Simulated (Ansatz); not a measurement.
# WS2: biaxial against axial strain

This session takes WS2 and sets out to map the energy over biaxial and axial strain.

Program: Ansatz 0.2.0. Level of theory: DFT PBE+D3(BJ), scalar-relativistic, plane waves, PAW. These are calculated values, not measurements.

## Step 1: Starting point

It takes space group R3m (No. 160, trigonal). Conventional cell: a = 3.158 Å, b = 3.158 Å, c = 18.490 Å, α = 90.00°, β = 90.00°, γ = 120.00°. W (site symmetry 3m) is surrounded by 6 S at 2.39 to 2.42 Å. S (site symmetry 3m) is surrounded by 3 W at 2.39 Å. S (site symmetry 3m) is surrounded by 3 W at 2.42 Å.

Coordinates:

```xyz
3
Lattice="1.5790 0.9116 6.1633 -1.5790 0.9116 6.1633 0.0000 -1.8233 6.1633" Properties=species:S:1:pos:R:3 pbc="T T T"
W     0.0000    0.0000    0.0000
S     0.0000    0.0000   13.8730
S     0.0000    0.0000   10.7427
```

No relaxation comes first: the listed cell is the starting point.

## Step 2: The undisturbed cell

The input, input.yaml:

```yaml
crystal:
  lattice:
    - [1.5790003843, 0.9116362969, 6.16333]
    - [-1.5790003843, 0.9116362969, 6.16333]
    - [0.0, -1.8232725938, 6.16333]
  atoms:
    - { symbol: W, position: [0.0, 0.0, 0.0] }
    - { symbol: S, position: [0.7503, 0.7503, 0.7503] }
    - { symbol: S, position: [0.581, 0.581, 0.581] }
basis:
  ecutwfc: 420
kpoints:
  mp_grid: { grid: [12, 12, 12] }
hamiltonian:
  xc: pbe
  dispersion: d3bj
scf:
  occupations: { method: gaussian, width: 0.05 }
output:
  forces: true
  stress: true
  eigenvalues: true
```

## Step 3: Next: biaxial against axial strain

The cell is strained by p along both x and y and by q along z, with fractional coordinates fixed.

## Step 4: At p = -0.050, q = -0.050

input.yaml, as its differences from that of step 2:

```diff
@@ -2,5 +2,5 @@
   lattice:
-    - [1.5790003843, 0.9116362969, 6.16333]
-    - [-1.5790003843, 0.9116362969, 6.16333]
-    - [0.0, -1.8232725938, 6.16333]
+    - [1.5000503651, 0.8660544821, 5.8551635]
+    - [-1.5000503651, 0.8660544821, 5.8551635]
+    - [0.0, -1.7321089641, 5.8551635]
   atoms:
```

## Step 5: Point p = -0.050, q = 0.000

input.yaml, as its differences from that of step 4:

```diff
@@ -2,5 +2,5 @@
   lattice:
-    - [1.5000503651, 0.8660544821, 5.8551635]
-    - [-1.5000503651, 0.8660544821, 5.8551635]
-    - [0.0, -1.7321089641, 5.8551635]
+    - [1.5000503651, 0.8660544821, 6.16333]
+    - [-1.5000503651, 0.8660544821, 6.16333]
+    - [0.0, -1.7321089641, 6.16333]
   atoms:
```

## Step 6: p = -0.050, q = 0.050

input.yaml, as its differences from that of step 5:

```diff
@@ -2,5 +2,5 @@
   lattice:
-    - [1.5000503651, 0.8660544821, 6.16333]
-    - [-1.5000503651, 0.8660544821, 6.16333]
-    - [0.0, -1.7321089641, 6.16333]
+    - [1.5000503651, 0.8660544821, 6.4714965]
+    - [-1.5000503651, 0.8660544821, 6.4714965]
+    - [0.0, -1.7321089641, 6.4714965]
   atoms:
```

## Step 7: Point p = 0.000, q = -0.050

input.yaml, as its differences from that of step 6:

```diff
@@ -2,5 +2,5 @@
   lattice:
-    - [1.5000503651, 0.8660544821, 6.4714965]
-    - [-1.5000503651, 0.8660544821, 6.4714965]
-    - [0.0, -1.7321089641, 6.4714965]
+    - [1.5790003843, 0.9116362969, 5.8551635]
+    - [-1.5790003843, 0.9116362969, 5.8551635]
+    - [0.0, -1.8232725938, 5.8551635]
   atoms:
```

## Step 8: Point p = 0.000, q = 0.050

input.yaml, as its differences from that of step 7:

```diff
@@ -2,5 +2,5 @@
   lattice:
-    - [1.5790003843, 0.9116362969, 5.8551635]
-    - [-1.5790003843, 0.9116362969, 5.8551635]
-    - [0.0, -1.8232725938, 5.8551635]
+    - [1.5790003843, 0.9116362969, 6.4714965]
+    - [-1.5790003843, 0.9116362969, 6.4714965]
+    - [0.0, -1.8232725938, 6.4714965]
   atoms:
```

## Step 9: At p = 0.050, q = -0.050

input.yaml, as its differences from that of step 8:

```diff
@@ -2,5 +2,5 @@
   lattice:
-    - [1.5790003843, 0.9116362969, 6.4714965]
-    - [-1.5790003843, 0.9116362969, 6.4714965]
-    - [0.0, -1.8232725938, 6.4714965]
+    - [1.6579504035, 0.9572181118, 5.8551635]
+    - [-1.6579504035, 0.9572181118, 5.8551635]
+    - [0.0, -1.9144362235, 5.8551635]
   atoms:
```

## Step 10: p = 0.050, q = 0.000

input.yaml, as its differences from that of step 9:

```diff
@@ -2,5 +2,5 @@
   lattice:
-    - [1.6579504035, 0.9572181118, 5.8551635]
-    - [-1.6579504035, 0.9572181118, 5.8551635]
-    - [0.0, -1.9144362235, 5.8551635]
+    - [1.6579504035, 0.9572181118, 6.16333]
+    - [-1.6579504035, 0.9572181118, 6.16333]
+    - [0.0, -1.9144362235, 6.16333]
   atoms:
```

## Step 11: At p = 0.050, q = 0.050

input.yaml, as its differences from that of step 10:

```diff
@@ -2,5 +2,5 @@
   lattice:
-    - [1.6579504035, 0.9572181118, 6.16333]
-    - [-1.6579504035, 0.9572181118, 6.16333]
-    - [0.0, -1.9144362235, 6.16333]
+    - [1.6579504035, 0.9572181118, 6.4714965]
+    - [-1.6579504035, 0.9572181118, 6.4714965]
+    - [0.0, -1.9144362235, 6.4714965]
   atoms:
```

(Steps that only read results are left out.)

**Question.** What will these runs give? Wanted: highest point; lowest point away from the origin.

**Answer**, as computed:

| quantity | value |
| --- | --- |
| highest point | 256.7 meV/atom at (p, q) = (-0.050, -0.050) |
| lowest point away from the origin | 35.2 meV/atom at (0.000, 0.050) |

**Reading.** No computed point lies below the origin. At |p| = |q| = 0.050, points where p and q have the same sign cost 212.2 meV/atom on average, those of opposite sign 86.8: stretching in the plane is cheaper with a contraction along z. The gap on the mesh runs from 0.00 to 1.27 eV over the map. Spin-orbit coupling is left out, which matters for the bands of W.
